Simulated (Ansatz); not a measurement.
## InSe, space group R3m: a comparison of functionals at one structure, step by step

Program: Ansatz's Python interface.

Input file `POSCAR`:
```text
InSe
1.0
   2.00000000    1.15470054    8.44000000
  -2.00000000    1.15470054    8.44000000
   0.00000000   -2.30940108    8.44000000
In Se
2 2
Direct
   0.00000000    0.00000000    0.00000000
   0.11140000    0.11140000    0.11140000
   0.61650000    0.61650000    0.61650000
   0.82810000    0.82810000    0.82810000
```

The cells in order, each with its output:

**Cell 1**
```python
from dataclasses import dataclass

import ansatz as az
from ase.io import read
```

**Cell 2**
```python
@dataclass(frozen=True)
class Settings:
    cutoff: int = 470
    k_spacing: float = 0.36
    occupations: str = "fixed"
    max_scf: int = 80
    extra_bands: int = 4
```

**Cell 3**
```python
cfg = Settings()
```

**Cell 4**
```python
atoms = read("POSCAR", format="vasp")
system = az.Crystal.from_ase(atoms)
```

**Cell 5**
```python
[site.symbol for site in system.resolved().sites]
```
Output:
```text
['In', 'In', 'Se', 'Se']
```

**Cell 6**
```python
model = (
    system.calculation()
    .basis(cfg.cutoff)
    .kpoints(spacing=cfg.k_spacing)
    .occupations(cfg.occupations)
    .initial_density(normalization="cell")
    .scf(max_iterations=cfg.max_scf, extra_bands=cfg.extra_bands)
    .stress()
    .band_table()
)
```

**Cell 7**
```python
rows = []
for value in ["lda", "blyp", "pbesol"]:
    summary = model.functional(value).run(threads=1, backend="cpu").report
    rows.append((value, summary["free_energy_ev"] / len(summary["lattice"]["sites"]), summary["n_iterations"], sum(summary["stress_gpa"][i][i] for i in range(3)) / 3, summary["gap_by_band_count_ev"], summary["n_kpoints"]))

print("  functional   F/atom (eV)    iterations       P (GPa)  gap by band count (eV)      k-points")
for row in rows:
    print(f"{str(row[0]):>12s}  {row[1]:12.5f}  {row[2]:12d}  {row[3]:12.3f}  {row[4]:22.3f}  {row[5]:12d}")
```
Output:
```text
  functional   F/atom (eV)    iterations       P (GPa)  gap by band count (eV)      k-points
         lda   -5420.67929             9        -1.473                   0.215            32
        blyp   -5547.51039             9         5.674                   0.375            32
      pbesol   -5475.28766            10         0.183                   0.342            32
```

From lowest to highest: LDA (-1.5 GPa), PBEsol (0.2 GPa) and BLYP (5.7 GPa). At a fixed cell a lower pressure usually means a smaller equilibrium volume, so LDA prefers the smallest cell and BLYP the largest. Gaps by band count in the reports: LDA 0.22 eV, BLYP 0.37 eV and PBEsol 0.34 eV (Kohn-Sham values on this mesh, as a rule under measured gaps).

Reading the output:
- Semilocal gaps usually lie well under measured ones.
- Of the deposited cell: the entry's cell lengths or inner coordinates differ somewhat from later room-temperature determinations.
- Pressure is positive in compression.
- The starting cell is as deposited in a crystallographic database; the results hold for this polymorph, which needn't be the stable one.
- Gaps and levels are Kohn-Sham values on a finite set of k-points, without spin-orbit coupling.
- Total energies of different functionals can't be compared; pressures, moments and gaps at this one structure can.
- It ran for 57 s on 1 thread of Arm Neoverse V1 (shared host), peak memory 0.52 GiB.
